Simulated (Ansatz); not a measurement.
Crystal: CsPbCl3.

```xyz
5
Lattice="5.6050 0.0000 0.0000 0.0000 5.6050 0.0000 0.0000 0.0000 5.6050" Properties=species:S:1:pos:R:3 pbc="T T T"
Pb    2.8025    2.8025    2.8025
Cs    0.0000    0.0000    0.0000
Cl    2.8025    0.0000    2.8025
Cl    0.0000    2.8025    2.8025
Cl    2.8025    2.8025    0.0000
```

* Program: Ansatz 0.2.0
* Task: relaxation of cell and atoms
* Functional: revPBE
* Dispersion: D4
* Potentials or basis: Ansatz PAW
* Cutoff: 420 eV (not typed: the program's choice for these potentials)
* k mesh: 5 × 5 × 5
* Occupations: fermi-dirac, width 0.05 eV
* Spin: no spin polarisation

At the start: volume 35.22 Å³/atom.

Problem. Where does the relaxation end?

Solution. It ends after 5 steps and the volume is 37.65 Å³/atom (+6.9 %); space group Pm-3m (No. 221, to 0.05 Å).

Step by step:
| step | energy change (eV) | largest force (eV/Å) | volume (Å³) |
| --- | --- | --- | --- |
| 1 | 0.0000 | 0.0000 | 176.09 |
| 2 | -0.0516 | 0.0000 | 183.68 |
| 3 | -0.0593 | 0.0000 | 187.78 |
| 4 | -0.0593 | 0.0000 | 188.27 |
| 5 | -0.0598 | 0.0000 | 188.27 |

Final structure:
```
CELL_PARAMETERS angstrom
5.73143 0.00000 0.00000
0.00000 5.73143 0.00000
0.00000 0.00000 5.73143
ATOMIC_POSITIONS crystal
Pb 0.50000 0.50000 0.50000
Cs 0.00000 0.00000 0.00000
Cl 0.50000 0.00000 0.50000
Cl 0.00000 0.50000 0.50000
Cl 0.50000 0.50000 0.00000
```

Caveat: the plane-wave basis is chosen anew once the cell has moved, so the energies of steps on either side of that aren't comparable; the PAW data sets come from PBE, with cores solved anew for the run's functional, which leaves a small shift of forces and pressure.
